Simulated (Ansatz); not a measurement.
# EuS (rocksalt): how the settings move a single-point run

Question: which choices in the input matter for EuS (rocksalt)?

Program: Ansatz 0.2.0. Level of theory: reference: DFT PBE+U, scalar-relativistic, plane waves, PAW. These are calculated values, not measurements.

2 further runs of the same task are left out: 1 that didn't finish, 1 set aside as unsound or not needed.

**1. The structure to begin with**

Symmetry: Fm-3m, No. 225, cubic system. Conventional cell: a = 5.957 Å, b = 5.957 Å, c = 5.957 Å, α = 90.00°, β = 90.00°, γ = 90.00°. Around Eu (site symmetry m-3m) lie 6 S at 2.98 Å. S (site symmetry m-3m) has 6 Eu at 2.98 Å as nearest neighbours.

As a file:

```cif
data_structure
_symmetry_space_group_name_H-M 'Fm-3m'
_symmetry_Int_Tables_number 225
_cell_length_a 5.9570
_cell_length_b 5.9570
_cell_length_c 5.9570
_cell_angle_alpha 90.000
_cell_angle_beta 90.000
_cell_angle_gamma 90.000
_cell_volume 211.39
loop_
_atom_site_label
_atom_site_type_symbol
_atom_site_symmetry_multiplicity
_atom_site_Wyckoff_symbol
_atom_site_fract_x
_atom_site_fract_y
_atom_site_fract_z
_atom_site_occupancy
Eu1 Eu 4 b 0.50000 0.00000 0.00000 1
S1 S 4 a 0.00000 0.00000 0.00000 1
```

**2. Reference**

Input file input.yaml:

```yaml
crystal:
  lattice:
    - [0.0, 2.978501867, 2.978501867]
    - [2.978501867, 0.0, 2.978501867]
    - [2.978501867, 2.978501867, 0.0]
  atoms:
    - { symbol: Eu, position: [0.5, 0.5, 0.5], spin: 7.0 }
    - { symbol: S, position: [0.0, 0.0, 0.0] }
basis:
  ecutwfc: 420
  ecutrho_ratio: 4
kpoints:
  mp_grid: { grid: [8, 8, 8] }
hamiltonian:
  xc: pbe
  hubbard: { sites: [{ species: Eu, l: f, u_eff: 6.0 }] }
scf:
  occupations: { method: gaussian, width: 0.05 }
  lower_state_search: "off"
output:
  forces: true
  stress: true
  eigenvalues: true
  populations: true
  hubbard: { sites: [{ species: Eu, l: f }] }
magnetization:
  spin_polarized: true
checkpoint:
  read: start.run
  write: ck
  compress: false
  write_wavefunctions: false
  write_every: 100000
```

Launch:

```
ansatz run input.yaml --threads 4 --pin off --max-ram 6144MiB --backend cpu --events-out ev --progress --plain --runs-dir out
```

From the output:

```text
[...]
Basis set: ecut = 420 eV, 1037 PW (Γ), exchange–correlation on 60×60×60 points (8 copies of the dense FFT grid, shifted against one another)
[...]
Magnetic group: BNS 225.116 (UNI 1618), of the structure as read, at distance tolerance 3.8e-5 Å
k-points: 29 of 512
[...]
SCF iter   1: F=—  HF=-9672.608602 eV  |F-HF|=—  |Δ(HF+E_count)|=         —  Δρ=4.78e-4 (↑4.78e-4 ↓1.27e-4)  dr2=2.54e-4  dr2_m=2.01e-5  M=7.000 μB ∫|m|=7.135 μB  β_m=0.30  ethr=9.90e-7  ⟨swp⟩=3.2  Hψ=8526  notcnv=0
preconditioner: auto → none  [insulator: Δε(μ)=0.696 eV  Ē_g=13.666 eV  σ=0.050 eV  W_gap=1.00  n_scr=14 (ndim 8)  ℏωp=23.4 eV  f_vac=0.000  D(μ)=0.00/eV (n_scr^D=0)  ε∞_Penn≈3.9]
SCF iter   2: F=—  HF=-9672.608543 eV  |F-HF|=—  |Δ(HF+E_count)|=   5.95e-5  Δρ=2.05e-4 (↑2.05e-4 ↓4.41e-5)  dr2=3.05e-5  dr2_m=5.64e-6  M=7.000 μB ∫|m|=7.135 μB  β_m=0.38  ethr=9.90e-7  ⟨swp⟩=2.4  Hψ=1563  notcnv=0
[...]
SCF iter   4: F=—  HF=-9672.608551 eV  |F-HF|=—  |Δ(HF+E_count)|=   4.94e-6  Δρ=3.37e-5 (↑3.37e-5 ↓1.06e-5)  dr2=1.04e-6  dr2_m=1.06e-7  M=7.000 μB ∫|m|=7.137 μB  β_m=0.50  ethr=1.18e-8  ⟨swp⟩=2.0  Hψ=1742  notcnv=0
SCF iter   5: F=-9672.608551 eV  HF=-9672.608551 eV  |F-HF|=5.54e-8  |Δ(HF+E_count)|=   3.10e-7  Δρ=9.03e-6 (↑8.41e-6 ↓9.03e-6)  dr2=5.78e-9  dr2_m=3.35e-8  M=7.000 μB ∫|m|=7.137 μB  ethr=4.35e-10  ⟨swp⟩=4.2  Hψ=5159  notcnv=0
[...]
SCF converged after 5 iterations
Magnetization: 7.0000 μB (15.0000 up, 8.0000 down)
[...]
Free energy (F): -9672.608551 eV
[...]
E sigma→0 (E₀):  -9672.608551 eV
Fermi energy:    9.312168 eV
[...]
  P = ⅓ Tr σ = 0.7437 GPa (7.437 kbar)
[...]
```

Run time: 2.2 s. Hardware: 4 threads of Intel Xeon Platinum 8488C (Sapphire Rapids), shared host; peak memory 0.47 GiB.

**3. Variant: ecutrho_ratio 9, occupations.width 0.025, dr2_threshold 1.0e-05, lower_state_search left out**

Input file input.yaml:

```yaml
crystal:
  lattice:
    - [0.0, 2.978501867, 2.978501867]
    - [2.978501867, 0.0, 2.978501867]
    - [2.978501867, 2.978501867, 0.0]
  atoms:
    - { symbol: Eu, position: [0.5, 0.5, 0.5], spin: 7.0 }
    - { symbol: S, position: [0.0, 0.0, 0.0] }
basis:
  ecutwfc: 420
  ecutrho_ratio: 9
kpoints:
  mp_grid: { grid: [8, 8, 8] }
hamiltonian:
  xc: pbe
  hubbard: { sites: [{ species: Eu, l: f, u_eff: 6.0 }] }
scf:
  occupations: { method: gaussian, width: 0.025 }
  convergence: { dr2_threshold: 1.0e-05 }
output:
  forces: true
  stress: true
magnetization:
  spin_polarized: true
```

Launch:

```
ansatz run input.yaml --threads 4 --pin off --max-ram 6144MiB --backend cpu --events-out ev --progress --plain --runs-dir out
```

What it wrote, shortened:

```text
Warning: scf.convergence.dr2_threshold = 1e-5 eV is looser than this run's default, which is 1e-7 eV or tighter. The error in the forces grows as the threshold's square root, so leave the key out unless less accurate forces are enough
Warning: output.stress: scf.convergence.dr2_threshold = 1e-5 eV is looser than the 2e-10 eV advised for a printed stress (1e-10 eV for each atom of the cell: 2). What an SCF threshold leaves in a stress goes as its square root, and in the free energy as the threshold itself, and one [...]
Warning: RAYON_NUM_THREADS=4 ignored (pool sized by the plan → 4); use --threads N
Eu: projections on atomic orbitals take those of the free atom [Kr 4d10] 4f7 5s2 5p6 5d0 6s2, of charge +0.00 (hamiltonian.pseudopotentials.projection_atoms); the dataset's partial waves leave at most 1.0e-3 of an orbital's norm unspanned inside its sphere
S: projections on atomic orbitals take those of the free atom [Ne] 3s2 3p4, of charge +0.00 (hamiltonian.pseudopotentials.projection_atoms); the dataset's partial waves leave at most 1.6e-7 of an orbital's norm unspanned inside its sphere
[...]
Pseudopotentials: kind: paw
Pseudopotential: Eu, paw, valence charge 17, recommended cutoff 420 eV (normal), Eu.paw.azcp
Pseudopotential: S, paw, valence charge 6, recommended cutoff 420 eV (normal), S.paw.azcp
Functional definition: PBE
[...]
Crystal: 2 atoms, lattice volume = 52.847 Å³
Basis set: ecut = 420 eV, 1037 PW (Γ), exchange–correlation on 90×90×90 points (8 copies of the dense FFT grid, shifted against one another)
Bands: 22, of which v1, the nominal top of the filled ones, is band 12 counted from 1 (11 counted from 0)
Symmetry: 48 space group operations
[...]
k-points: 29 of 512
[...]
SCF iter   1: F=—  HF=-9670.927220 eV  |F-HF|=—  |Δ(HF+E_count)|=         —  Δρ=5.40e-2 (↑5.40e-2 ↓3.41e-2)  dr2=1.99e0  dr2_m=5.12e-1  M=7.000 μB ∫|m|=7.076 μB  β_m=0.30  ethr=3.10e-3  ⟨swp⟩=6.1  Hψ=6205  notcnv=0  defer=5
[...]
iteration 1: the SCF starts in the orbital order of the open f shells that the search before it chose, by its bands or by converging an SCF in each of two, with that order's moments; no other order was found more than 0.2 meV higher (one found slightly lower counts as degenerate)
[...]
SCF iter   4: F=-9672.608554 eV  HF=-9672.608554 eV  |F-HF|=1.41e-7  |Δ(HF+E_count)|=   1.12e-7  Δρ=1.32e-5 (↑1.32e-5 ↓1.23e-5)  dr2=1.33e-8  dr2_m=6.76e-8  M=7.000 μB ∫|m|=7.137 μB  ethr=2.16e-10  ⟨swp⟩=1.0  Hψ=3020  notcnv=0
[...]
SCF converged after 11 iterations (7 of them in the search for the orbital order of the open f shells)
an eigenvalue changed by more than its tolerance at an iteration that met the thresholds in force, so the SCF went on 1 time: the last check found none over its tolerance
Magnetization: 7.0000 μB (15.0000 up, 8.0000 down)
Absolute magnetization: 7.1372 μB (∫|ρ↑−ρ↓|, with the PAW one-centre terms)
Spin contamination: 0.0093 ħ² per cell (⟨S²⟩ above its minimum at these occupations)
Per-site moments (μB) at R_I (Å): [(6.864140666333614, 1.2286320201374998), (-0.0650148849510849, 1.2286320201374998)]
Free energy (F): -9672.608554 eV
[...]
E sigma→0 (E₀):  -9672.608554 eV
Fermi energy:    9.311879 eV
[...]
--- Forces (eV/Å), atoms counted from 1 ---
  atom   1  Eu     0.00000000    -0.00000000    -0.00000000
  atom   2  S      0.00000000     0.00000000    -0.00000000
[...]
--- Stress (GPa, compression-positive) ---
        0.740645       0.000000      -0.000000
        0.000000       0.740645       0.000000
        0.000000      -0.000000       0.740645
  P = ⅓ Tr σ = 0.7406 GPa (7.406 kbar)
--- Band table (eV; the first three rows and the last of 58) ---
[... band rows left out ...]
[...]
Occupation matrices written to <dir>
```

Wall time 3.3 s (4 threads of Intel Xeon Platinum 8488C (Sapphire Rapids), shared host); peak memory 0.54 GiB.

Changing the numerical grids, smearing, convergence setting and search for lower states hardly moves the energy: 0.0 meV/atom.

**4. Variant: lower_state_search standard**

Changes to input.yaml since step 2:

```diff
@@ -18,3 +18,3 @@
   occupations: { method: gaussian, width: 0.05 }
-  lower_state_search: "off"
+  lower_state_search: standard
 output:
@@ -22,12 +22,3 @@
   stress: true
-  eigenvalues: true
-  populations: true
-  hubbard: { sites: [{ species: Eu, l: f }] }
 magnetization:
   spin_polarized: true
-checkpoint:
-  read: start.run
-  write: ck
-  compress: false
-  write_wavefunctions: false
-  write_every: 100000
```

Launch:

```
ansatz run input.yaml --threads 4 --pin off --max-ram 6144MiB --backend cpu --events-out ev --progress --plain --runs-dir out
```

What it wrote, shortened:

```text
Warning: RAYON_NUM_THREADS=4 ignored (pool sized by the plan → 4); use --threads N
Eu: projections on atomic orbitals take those of the free atom [Kr 4d10] 4f7 5s2 5p6 5d0 6s2, of charge +0.00 (hamiltonian.pseudopotentials.projection_atoms); the dataset's partial waves leave at most 1.0e-3 of an orbital's norm unspanned inside its sphere
S: projections on atomic orbitals take those of the free atom [Ne] 3s2 3p4, of charge +0.00 (hamiltonian.pseudopotentials.projection_atoms); the dataset's partial waves leave at most 1.6e-7 of an orbital's norm unspanned inside its sphere
[...]
[... 4 set-up lines as earlier in the session ...]
[...]
Crystal: 2 atoms, lattice volume = 52.847 Å³
[...]
an eigenvalue changed by more than its tolerance at an iteration that met the thresholds in force, so the SCF went on 1 time: the last check found none over its tolerance
Magnetization: 7.0000 μB (15.0000 up, 8.0000 down)
Absolute magnetization: 7.1372 μB (∫|ρ↑−ρ↓|, with the PAW one-centre terms)
Spin contamination: 0.0093 ħ² per cell (⟨S²⟩ above its minimum at these occupations)
Per-site moments (μB) at R_I (Å): [(6.8641487148927425, 1.2286320201374998), (-0.06498139302974743, 1.2286320201374998)]
Free energy (F): -9672.608551 eV
[...]
E sigma→0 (E₀):  -9672.608551 eV
Fermi energy:    9.311905 eV
[...]
--- Forces (eV/Å), atoms counted from 1 ---
  atom   1  Eu     0.00000000    -0.00000000    -0.00000000
  atom   2  S      0.00000000    -0.00000000     0.00000000
[...]
--- Stress (GPa, compression-positive) ---
        0.744278       0.000000      -0.000000
        0.000000       0.744278      -0.000000
        0.000000       0.000000       0.744278
  P = ⅓ Tr σ = 0.7443 GPa (7.443 kbar)
--- Band table (eV; the first three rows and the last of 58) ---
[... band rows left out ...]
[...]
Occupation matrices written to <dir>
```

It took 4.2 s on 4 threads of Intel Xeon Platinum 8488C (Sapphire Rapids), shared host; peak memory 0.49 GiB.

The changed input (search for lower states) leaves the energy the same to the digits printed.

**5. Variant: dispersion d4, dr2_threshold 1.0e-08, lower_state_search left out**

Input file input.yaml:

```yaml
crystal:
  lattice:
    - [0.0, 2.978501867, 2.978501867]
    - [2.978501867, 0.0, 2.978501867]
    - [2.978501867, 2.978501867, 0.0]
  atoms:
    - { symbol: Eu, position: [0.5, 0.5, 0.5], spin: 7.0 }
    - { symbol: S, position: [0.0, 0.0, 0.0] }
basis:
  ecutwfc: 420
  ecutrho_ratio: 4
kpoints:
  mp_grid: { grid: [8, 8, 8] }
hamiltonian:
  xc: pbe
  hubbard: { sites: [{ species: Eu, l: f, u_eff: 6.0 }] }
  dispersion: d4
scf:
  occupations: { method: gaussian, width: 0.05 }
  convergence: { dr2_threshold: 1.0e-08 }
output:
  forces: true
  stress: true
  write_density: true
  write_potential: true
  elf: true
  volumetric_format: npy
magnetization:
  spin_polarized: true
```

Launch:

```
ansatz run input.yaml --threads 4 --pin off --max-ram 6144MiB --backend cpu --events-out ev --progress --plain --runs-dir out
```

What it wrote, shortened:

```text
Warning: output.stress: scf.convergence.dr2_threshold = 1e-8 eV is looser than the 2e-10 eV advised for a printed stress (1e-10 eV for each atom of the cell: 2). What an SCF threshold leaves in a stress goes as its square root, and in the free energy as the threshold itself, and one [...]
Warning: RAYON_NUM_THREADS=4 ignored (pool sized by the plan → 4); use --threads N
Eu: projections on atomic orbitals take those of the free atom [Kr 4d10] 4f7 5s2 5p6 5d0 6s2, of charge +0.00 (hamiltonian.pseudopotentials.projection_atoms); the dataset's partial waves leave at most 1.0e-3 of an orbital's norm unspanned inside its sphere
S: projections on atomic orbitals take those of the free atom [Ne] 3s2 3p4, of charge +0.00 (hamiltonian.pseudopotentials.projection_atoms); the dataset's partial waves leave at most 1.6e-7 of an orbital's norm unspanned inside its sphere
[...]
[... 2 set-up lines as earlier in the session ...]
[...]
SCF converged after 13 iterations (7 of them in the search for the orbital order of the open f shells)
an eigenvalue changed by more than its tolerance at an iteration that met the thresholds in force, so the SCF went on 1 time: the last check found none over its tolerance
Magnetization: 7.0000 μB (15.0000 up, 8.0000 down)
Absolute magnetization: 7.1370 μB (∫|ρ↑−ρ↓|, with the PAW one-centre terms)
Spin contamination: 0.0093 ħ² per cell (⟨S²⟩ above its minimum at these occupations)
Per-site moments (μB) at R_I (Å): [(6.864137075513045, 1.2286320201374998), (-0.06487872202862555, 1.2286320201374998)]
Free energy (F): -9673.184236 eV
[...]
E sigma→0 (E₀):  -9673.184236 eV
Fermi energy:    9.312032 eV
[...]
--- Forces (eV/Å), atoms counted from 1 ---
  atom   1  Eu     0.00000000    -0.00000000     0.00000000
  atom   2  S     -0.00000000     0.00000000     0.00000000
[...]
--- Stress (GPa, compression-positive) ---
       -1.059092       0.000000       0.000000
        0.000000      -1.059092       0.000000
        0.000000      -0.000000      -1.059092
  P = ⅓ Tr σ = -1.0591 GPa (-10.591 kbar)
--- Band table (eV; the first three rows and the last of 58) ---
[... band rows left out ...]
[...]
Occupation matrices written to <dir>
```

It took 3.1 s on 4 threads of Intel Xeon Platinum 8488C (Sapphire Rapids), shared host; peak memory 0.49 GiB.

The energy moves by -287.8 meV/atom, nearly all of it the dispersion term itself (-287.8 meV/atom); that offset belongs to the model and is no gain or loss of stability; the pressure goes from 0.7 to -1.1 GPa.

**6. Side by side**

```tsv
run	ending	energy change	pressure (GPa)	gap (eV)	abs. moment (μB)	force (eV/Å)	cycles	time
reference	converged	0	0.7	0.70	7.14	0.00	-	2.2 s
1: ecutrho_ratio 9, occupations.width 0.025, dr2_threshold 1.0e-05, lower_state_search left out	converged	0.0 meV/atom (σ→0)	0.7	0.70	7.14	0.00	11	3.3 s
2: lower_state_search standard	converged	0.0 meV/atom	0.7	0.70	7.14	0.00	11	4.2 s
3: dispersion d4, dr2_threshold 1.0e-08, lower_state_search left out	converged	-287.8 meV/atom (offset of the dispersion model)	-1.1	0.70	7.14	0.00	13	3.1 s
```

Times don't compare one to one where runs were asked for different outputs or read a saved state (see the inputs); cycles may leave out searches for a lower state.

Residual by cycle in the longest SCF loop of each run; runs are numbered as in the table. The quantity is the density residual dr2, in eV.

```tsv
cycle	reference	run 1	run 2	run 3
1	2.5e-4	1.99	1.99	1.99
2	3.0e-5	0.276	0.309	0.309
3	2.7e-6	0.0757	0.0554	0.0554
4	1.0e-6	0.0166	0.0112	0.0112
5	5.8e-9	0.00411	0.00495	0.00495
6	-	2.9e-4	1.9e-4	1.9e-4
7	-	3.1e-5	2.7e-7	2.7e-7
```

What this shows: Of the converged runs whose energies compare with the reference's, none moves it noticeably. The gap of the reference lacks spin-orbit coupling, though the cell holds Eu.
